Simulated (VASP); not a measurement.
# NaCl (Fm-3m) in VASP: notebook

The runs below take NaCl through relaxation of the atoms, with PBE.

Program: VASP 6.6.1. These are calculated values, not measurements. Logs are shortened: lines on timing, memory, paths and dates and some standing lists are left out, and cuts for length are marked.

## (1) The crystal as given

The structure is cubic, space group Fm-3m (No. 225). Conventional cell: a = 5.698 Å, b = 5.698 Å, c = 5.698 Å, α = 90.00°, β = 90.00°, γ = 90.00°. Na (site symmetry m-3m) is surrounded by 6 Cl at 2.85 Å. Around Cl (site symmetry m-3m) lie 6 Na at 2.85 Å.

## (2) Relaxation of the atoms, PBE (a relaxed cell with its volume scaled by 0.94)

Input file INCAR:

```
ALGO = Normal ; EDIFF = 1E-7
EDIFFG = -0.01 ; ENCUT = 600
GGA = PE ; IBRION = 2
ISIF = 2 ; ISMEAR = 0
LASPH = T ; LCHARG = F
LREAL = F ; LWAVE = F
NELM = 80 ; NSW = 40
PREC = Accurate ; SIGMA = 0.03
```

Input file KPOINTS:

```
k-points
0
Gamma
  8 8 8
```

Input file POSCAR:

```
NaCl                                    
1.0
    0.0000000000      2.7906905579      2.7906905579
    2.7906905579     -0.0000000000      2.7906905579
    2.7906905579      2.7906905579      0.0000000000
  Na              Cl            
     1     1
Direct
     0.0000000000000000    1.0000000000000000    1.0000000000000000
     0.5000000000000000    0.5000000000000000    0.5000000000000000
```

Potentials or basis: VASP PAW PBE potentials, release 64 (Na_pv, Cl).

Started as:

```
$ cat potpaw_PBE.64/Na_pv/POTCAR potpaw_PBE.64/Cl/POTCAR > POTCAR
$ mpirun -np 1 vasp_std > vasp.out
```

OUTCAR:

```text
EDIFF = 1E-7
   EDIFFG = -0.01
   ENCUT = 600
   GGA = PE
   IBRION = 2
   ISIF = 2
   ISMEAR = 0
   LASPH = T
   LREAL = F
   NELM = 80
   NSW = 40
   PREC = Accurate

 ion  position               nearest neighbor table
   1  0.000  0.000  0.000-
   2  0.500  0.500  0.500-

  LATTYP: Found a face centered cubic cell.
 ALAT       =     5.5813811158

  Lattice vectors:

 A1 = (   0.0000000000,   2.7906905579,   2.7906905579)
 A2 = (   2.7906905579,   0.0000000000,   2.7906905579)
 A3 = (   2.7906905579,   2.7906905579,   0.0000000000)

Analysis of symmetry for initial positions (statically):
=====================================================================
 Subroutine PRICEL returns:
 Original cell was already a primitive cell.

 Routine SETGRP: Setting up the symmetry group for a
 face centered cubic supercell.

 Subroutine GETGRP returns: Found 48 space group operations
 (whereof 48 operations were pure point group operations)
 out of a pool of 48 trial point group operations.

The static configuration has the point symmetry O_h .

Analysis of symmetry for dynamics (positions and initial velocities):
=====================================================================
 Subroutine PRICEL returns:
 Original cell was already a primitive cell.

 Routine SETGRP: Setting up the symmetry group for a
 face centered cubic supercell.

 Subroutine GETGRP returns: Found 48 space group operations
 (whereof 48 operations were pure point group operations)
 out of a pool of 48 trial point group operations.

The dynamic configuration has the point symmetry O_h .

 Subroutine INISYM returns: Found 48 space group operations
 (whereof 48 operations are pure point group operations),
 and found     1 'primitive' translations

----------------------------------------------------------------------------------------

                                     Primitive cell

  volume of cell :      43.4675

  direct lattice vectors                    reciprocal lattice vectors
     0.000000000  2.790690558  2.790690558    -0.179167124  0.179167124  0.179167124
     2.790690558  0.000000000  2.790690558     0.179167124 -0.179167124  0.179167124
     2.790690558  2.790690558  0.000000000     0.179167124  0.179167124 -0.179167124

  length of vectors
     3.946632435  3.946632435  3.946632435     0.310326561  0.310326561  0.310326561

  position of ions in fractional coordinates (direct lattice)
     0.000000000  0.000000000  0.000000000
     0.500000000  0.500000000  0.500000000

  ion indices of the primitive-cell ions
   primitive index   ion index
[... 86 lines left out ...]
   NUPDOWN=      -1.0000    fix difference up-down
   EMIN   =  10.00;   EMAX   =-10.00  energy-range for DOS
   EFERMI =   0.00;   METHOD = LEGACY
   ISMEAR =     0;   SIGMA  =   0.03  broadening in eV -4-tet -1-fermi 0-gaus
   EFERMI_NEDOS =   21; number of points for ismear=-14 and -15
   IALGO  =     38    algorithm
   IMIX   =      4    mixing-type and parameters
     AMIX     =   0.40;   BMIX     =  1.00
     AMIX_MAG =   1.60;   BMIX_MAG =  1.00
  volume/ion in A,a.u.               =      21.73       146.67
  Fermi-wavevector in a.u.,A,eV,Ry     =   1.122180  2.120613 17.133650  1.259288
  Thomas-Fermi vector in A             =   2.258838
   LORBIT       =      0    0 simple, 1 ext, 2 COOP (PROOUT), +10 PAW based schemes
   GGA     = PE    functional components
   LHFCALC =     F    Hartree Fock is set to
   AEXX    =    0.0000 exact exchange contribution
   IVDW    =     0    specifies the selected vdW correction
   LEPSILON=     F    determine dielectric tensor
   LRPA    =     F    only Hartree local field effects (RPA)
 conjugate gradient relaxation of ions
 non-spin polarized calculation
 Gauss-broadening in eV      SIGMA  =   0.03
  energy-cutoff  :      600.00
  volume of cell :       43.47
 maximum number of plane-waves:      1475
   NGX = 15   NGY = 15   NGZ = 15

 number of electron      14.0000010 magnetization

 Free energy of the ion-electron system (eV)
  ---------------------------------------------------
  ext. energy  EPLUGINS =         0.00000000
  ---------------------------------------------------
  free energy    TOTEN  =        -6.76452035 eV

  energy without entropy =       -6.76452035  energy(sigma->0) =       -6.76452035

 E-fermi :  -0.3725     XC(G=0):  -8.3009

 val. band max:       -0.5468573653   @ k =   0.0000   0.0000   0.0000
 cond. band min:       4.6845655443   @ k =   0.0000   0.0000   0.0000
 fundamental gap:      5.2314229096
 Fermi energy:        -0.3724613581

 k-point     1 :       0.0000    0.0000    0.0000
  band No.  band energies     occupation
      1     -21.3060      2.00000
      2     -21.3060      2.00000
      3     -21.3060      2.00000
      4     -13.2777      2.00000
      5      -0.5469      2.00000
      6      -0.5469      2.00000
      7      -0.5469      2.00000
      8       4.6846      0.00000
      9      10.6049      0.00000
     10      10.6049      0.00000
     11      10.6049      0.00000
[... 309 lines left out ...]
 k-point    24 :      -0.3750    0.2500    0.1250
  band No.  band energies     occupation
      1     -21.3332      2.00000
      2     -21.3153      2.00000
      3     -21.3110      2.00000
      4     -12.8737      2.00000
      5      -2.2803      2.00000
      6      -1.3510      2.00000
      7      -0.9826      2.00000
      8       7.8642      0.00000
      9       9.1286      0.00000
     10       9.8471      0.00000
     11      11.3020      0.00000

 [... further k-points ...]

------------------------ aborting loop because EDIFF is reached ----------------------------------------

  FORCE on cell =-STRESS in cart. coord.  units (eV):
  Direction    XX          YY          ZZ          XY          YZ          ZX
  --------------------------------------------------------------------------------------
  -------------------------------------------------------------------------------------
  Total        0.4530774      0.4530774      0.4530774      0.0000000      0.0000000      0.0000000
  in kB       16.7000551     16.7000551     16.7000551      0.0000000      0.0000000      0.0000000
  external PRESSURE =      16.7000551 kB  Pullay stress =       0.0000000 kB

 VOLUME and BASIS-vectors are now :
 -----------------------------------------------------------------------------
  energy-cutoff  :      600.00
  volume of cell :       43.47
      direct lattice vectors                 reciprocal lattice vectors
     0.000000000  2.790690558  2.790690558    -0.179167124  0.179167124  0.179167124
     2.790690558  0.000000000  2.790690558     0.179167124 -0.179167124  0.179167124
     2.790690558  2.790690558  0.000000000     0.179167124  0.179167124 -0.179167124

 POSITION                                       TOTAL-FORCE (eV/Angst)
 -----------------------------------------------------------------------------------
      0.00000      0.00000      0.00000         0.000000      0.000000      0.000000
      2.79069      2.79069      2.79069        -0.000000     -0.000000      0.000000
 -----------------------------------------------------------------------------------
    total drift:                                0.000000     -0.000000     -0.000000

  FREE ENERGIE OF THE ION-ELECTRON SYSTEM (eV)
  ---------------------------------------------------
  free  energy   TOTEN  =        -6.7645203469 eV

  energy  without entropy=       -6.7645203469  energy(sigma->0) =       -6.76452035

 reached required accuracy - stopping structural energy minimisation
```

OSZICAR:

```text
N       E                     dE             d eps       ncg     rms          rms(c)
DAV:   1     0.104407447828E+03    0.10441E+03   -0.77757E+03   638   0.140E+03
DAV:   2     0.242661579645E+01   -0.10198E+03   -0.96299E+02   734   0.317E+02
DAV:   3    -0.674320607772E+01   -0.91698E+01   -0.90995E+01   749   0.900E+01
DAV:   4    -0.695243994683E+01   -0.20923E+00   -0.20876E+00   748   0.145E+01
DAV:   5    -0.695699689169E+01   -0.45569E-02   -0.45565E-02   817   0.215E+00    0.216E+00
DAV:   6    -0.677057386090E+01    0.18642E+00   -0.37204E-01   736   0.420E+00    0.163E+00
DAV:   7    -0.675901870345E+01    0.11555E-01   -0.91178E-02   777   0.210E+00    0.109E+00
DAV:   8    -0.676445813709E+01   -0.54394E-02   -0.92637E-03   662   0.107E+00    0.247E-01
DAV:   9    -0.676439669937E+01    0.61438E-04   -0.19190E-04   782   0.142E-01    0.129E-01
DAV:  10    -0.676452650603E+01   -0.12981E-03   -0.28150E-04   671   0.163E-01    0.458E-02
DAV:  11    -0.676451961307E+01    0.68930E-05   -0.18699E-05   737   0.471E-02    0.746E-03
DAV:  12    -0.676452008787E+01   -0.47479E-06   -0.14522E-06   692   0.143E-02    0.147E-03
DAV:  13    -0.676452051734E+01   -0.42947E-06   -0.26835E-07   680   0.411E-03    0.275E-03
DAV:  14    -0.676452034780E+01    0.16953E-06   -0.49215E-08   406   0.148E-03    0.263E-04
DAV:  15    -0.676452034694E+01    0.86152E-09   -0.26500E-09   337   0.570E-04
   1 F= -.67645203E+01 E0= -.67645203E+01  d E =-.676452E+01
```

Run time: 11 s. Hardware: 1 thread of AMD EPYC 9R45 (Zen 5), shared host; peak memory 0.14 GiB.

What came out:

```yaml
Free_energy: -6.7645 eV
Pressure_after_relaxing: 1.7 GPa
Band_gap_on_the_k_mesh: 5.23 eV, direct
```

Final structure:
```yaml
crystal:
  lattice:
    - [0.00000, 2.79069, 2.79069]
    - [2.79069, 0.00000, 2.79069]
    - [2.79069, 2.79069, 0.00000]
  atoms:
    - { symbol: Na, position: [0.00000, 0.00000, 0.00000] }
    - { symbol: Cl, position: [0.50000, 0.50000, 0.50000] }
```

Levels at points of the mesh, in eV from the valence-band top:
```csv
k point,band 5,band 6,band 7,band 8,band 9,band 10
"(0.00, 0.00, 0.00)",0.00,0.00,0.00,5.23,11.15,11.15
"(0.50, 0.00, 0.00)",-2.02,-0.28,-0.28,7.33,10.88,11.05
"(0.50, 0.50, 0.00)",-1.74,-0.63,-0.63,7.63,8.05,11.55
```

Caveat: the relaxation stopped at its first step, so nothing moved.

(Part 1 of 2 ends here.)
